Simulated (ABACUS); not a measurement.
Here is an ABACUS 3.10.1 calculation.

INPUT

```
INPUT_PARAMETERS
suffix              KCl
calculation         scf
basis_type          pw
pseudo_dir          ./
symmetry            1
dft_functional      MGGA_X_REVTPSS+MGGA_C_REVTPSS
ecutwfc             86
pseudo_rcut         10
nspin               1
nbands              18
ks_solver           dav
smearing_method     fd
smearing_sigma      0.00367493
scf_thr             1e-08
scf_nmax            100
mixing_type         broyden
mixing_beta         0.7
cal_force           1
cal_stress          1
mixing_tau          1
out_chg             1
out_pot             2
out_elf             1
```

Contents of STRU:

```
ATOMIC_SPECIES
K 39.0983 K_ONCV_PBE-1.2.upf
Cl 35.4500 Cl_ONCV_PBE-1.2.upf

LATTICE_CONSTANT
1.8897261246

LATTICE_VECTORS
0.0000000000 3.1464700000 3.1464700000
3.1464700000 0.0000000000 3.1464700000
3.1464700000 3.1464700000 0.0000000000

ATOMIC_POSITIONS
Direct

K
0.0
1
0.0000000000 0.0000000000 0.0000000000 1 1 1

Cl
0.0
1
0.5000000000 0.5000000000 0.5000000000 1 1 1
```

Contents of KPT:

```
K_POINTS
0
Gamma
4 4 4 0 0 0
```

Potentials or basis: SG15 ONCV 1.2 PBE, plane waves.

The run is started by

```console
$ OMP_NUM_THREADS=1 mpirun -np 4 abacus > log
```

(1) Predict the band gap on the k mesh.

(2) Estimate the pressure.

## Answers

(1) 5.57 eV, direct.

(2) 0.6 GPa.

Caveat: the k mesh is coarse (spacing up to 0.43 Å⁻¹), so the values aren't converged; the potentials were made for another functional, which shifts forces and pressure.
